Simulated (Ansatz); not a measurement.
**How far is PAW off for LiBr?**

```xyz
2
Lattice="0.0000 2.7445 2.7445 2.7445 0.0000 2.7445 2.7445 2.7445 0.0000" Properties=species:S:1:pos:R:3 pbc="T T T"
Li    0.0000    0.0000    0.0000
Br    2.7445    2.7445    2.7445
```

Atom numbers follow the list: Li1, Br2.

The cell is COD entry 1011363, as deposited and not checked against the literature; nothing was relaxed. It is an old determination, and later ones may differ.

Levels of theory: DFT, LDA, PAW with Ansatz's default frozen-core files, scalar-relativistic (Ansatz 0.2.0); DFT, LDA, all-electron LAPW, scalar-relativistic (Ansatz 0.2.0).

For PAW: a Γ-centred 8×8×8 k mesh, Fermi–Dirac smearing of 0.03 eV, cutoff 420 eV, no spin polarisation; the PAW files were made with PBE, and the program remakes their frozen cores for this functional. LAPW targets a basis error of 0.5 meV/atom. The Ansatz runs share mesh, smearing and spin set-up. Plane-wave (PAW) pressures include the program's estimate of the Pulay term.

Stress and pressure are positive in compression.

Levels count from the top of the valence band.

```json
{"quantity": "pressure (GPa)", "PAW": "-2.66", "LAPW": "-2.65"}
{"quantity": "band gap (eV)", "PAW": "4.666", "LAPW": "4.665"}
{"quantity": "highest filled level at X (eV)", "PAW": "-1.182", "LAPW": "-1.182"}
{"quantity": "lowest empty level at X (eV)", "PAW": "6.075", "LAPW": "6.076"}
{"quantity": "highest filled level at L (eV)", "PAW": "-0.273", "LAPW": "-0.273"}
{"quantity": "lowest empty level at L (eV)", "PAW": "5.348", "LAPW": "5.350"}
{"quantity": "highest filled level at K (eV)", "PAW": "-0.893", "LAPW": "-0.893"}
{"quantity": "lowest empty level at K (eV)", "PAW": "6.442", "LAPW": "6.444"}
```

PAW's pressure differs from the LAPW value by about 0.01 GPa or less.
